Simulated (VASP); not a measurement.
# ZnS in VASP: how settings move the PBE single point

Aim: see what changed inputs do to the PBE single point of zincblende ZnS, under +2.9 % strain along z alone.

The runs shown are made with VASP 6.6.1. PAW datasets, plane waves. Computed at 0 K without zero-point motion; spin polarisation is off.

## Step 1: The structure to begin with

The cell comes from an earlier relaxation with r2SCAN in another program, then strained, with the atoms relaxed again.

Space group I-4m2 (No. 119), tetragonal; a = 3.810 Å, c = 5.546 Å in the conventional setting, 20.13 Å³ an atom. Around Zn lie 4 S at 2.36 Å; around S lie 4 Zn at 2.36 Å.

Coordinates:

```
CELL_PARAMETERS angstrom
0.00000 2.69409 2.77302
2.69409 0.00000 2.77302
2.69409 2.69409 0.00000
ATOMIC_POSITIONS crystal
Zn 0.00000 0.00000 0.00000
S 0.25000 0.25000 0.25000
```

## Step 2: The reference run

The input, INCAR:

```
ENCUT = 520.000000
SIGMA = 0.020000
EDIFF = 1.00e-07
GGA = PE
PREC = Accurate
IBRION = -1
ISIF = 2
ISMEAR = -1
NBANDS = 16
NELM = 120
NSW = 0
LASPH = .TRUE.
LCHARG = .TRUE.
LELF = .TRUE.
LWAVE = .FALSE.
LREAL = .FALSE.
```

The input, KPOINTS:

```
KPOINTS created by Atomic Simulation Environment
0
Gamma
8 8 8
0 0 0
```

The input, POSCAR:

```
Zn S
 1.0000000000000000
     0.0000000000000000    2.6940858343000000    2.7730225492999998
     2.6940858343000000    0.0000000000000000    2.7730225492999998
     2.6940858343000000    2.6940858343000000    0.0000000000000000
 Zn  S
   1   1
Cartesian
  0.0000000000000000  0.0000000000000000  0.0000000000000000
  1.3470429171500000  1.3470429171500000  1.3865112746499997
```

A file KPOINTS_OPT adds named points for the levels; it doesn't enter the self-consistent loop.

Potentials: the recommended PBE PAW datasets, 18 valence electrons.

The run is started by

```sh
$ mpirun -np 1 vasp_std
```

## Step 3: Altered input 1

INCAR: that of step 2 with these lines changed.

```diff
@@ -12,5 +12,10 @@
 LASPH = .TRUE.
-LCHARG = .TRUE.
-LELF = .TRUE.
+LCHARG = .FALSE.
 LWAVE = .FALSE.
 LREAL = .FALSE.
+LDAU = .TRUE.
+LDAUTYPE = 2
+LDAUL = 2 -1
+LDAUU = 5.0 0
+LDAUJ = 0 0
+LMAXMIX = 4
```

KPOINTS is that of step 2.

POSCAR is that of step 2.

## Step 4: Altered input 2

INCAR: that of step 2 with these lines changed.

```diff
@@ -12,5 +12,5 @@
 LASPH = .TRUE.
-LCHARG = .TRUE.
-LELF = .TRUE.
+LCHARG = .FALSE.
 LWAVE = .FALSE.
 LREAL = .FALSE.
+NELECT = 18.02
```

The input, KPOINTS:

```
KPOINTS created by Atomic Simulation Environment
0
Gamma
10 10 10
0 0 0
```

POSCAR is that of step 2.

## Step 5: Altered input 3

The input, INCAR:

```
SIGMA = 0.020000
EDIFF = 1.00e-07
GGA = PE
PREC = Accurate
IBRION = -1
ISIF = 2
ISMEAR = -1
NBANDS = 16
NSW = 0
LASPH = .TRUE.
LCHARG = .FALSE.
LWAVE = .FALSE.
LREAL = .FALSE.
ENCUT = 200
NELM = 100
```

KPOINTS is that of step 2.

POSCAR is that of step 2.

## Step 6: Altered input 4

The input, INCAR:

```
SIGMA = 0.020000
EDIFF = 1.00e-07
GGA = PE
PREC = Accurate
IBRION = -1
ISIF = 2
ISMEAR = -1
NBANDS = 16
NSW = 0
LASPH = .TRUE.
LCHARG = .FALSE.
LWAVE = .FALSE.
LREAL = .FALSE.
NELM = 96
ENCUT = 60
```

KPOINTS is that of step 2.

POSCAR is that of step 2.

What does the calculation give? Wanted: for each run, changed; ending; energy change; pressure; electronic steps; usable.

As calculated:

| run | changed | ending | energy change (meV/atom) | pressure (GPa) | gap on the mesh (eV; negative: overlap) | electronic steps | time | usable |
| --- | --- | --- | --- | --- | --- | --- | --- | --- |
| ref. | – | converged | 0 | 0.3 | 1.99 | 13 | 17 s | yes |
| 1 | LDAU = .TRUE., LDAUTYPE = 2, LDAUL = 2 -1, LDAUU = 5.0 0, LDAUJ = 0 0, LMAXMIX = 4 | converged | – | -1.3 | 2.30 | 14 | 17 s | yes |
| 2 | NELECT = 18.02, mesh 10×10×10 | converged | – | 1.3 | – | 13 | 27 s | no |
| 3 | ENCUT = 200, NELM = 100 | converged | 236.6 | -36.5 | 2.04 | 14 | 5 s | no |
| 4 | ENCUT = 60 | crashed | – | – | – | 4 | 0.7 s | no |

Of 4 altered inputs, 1 gave no result, 2 ended normally on a faulty or unsound input, 1 gave usable results.
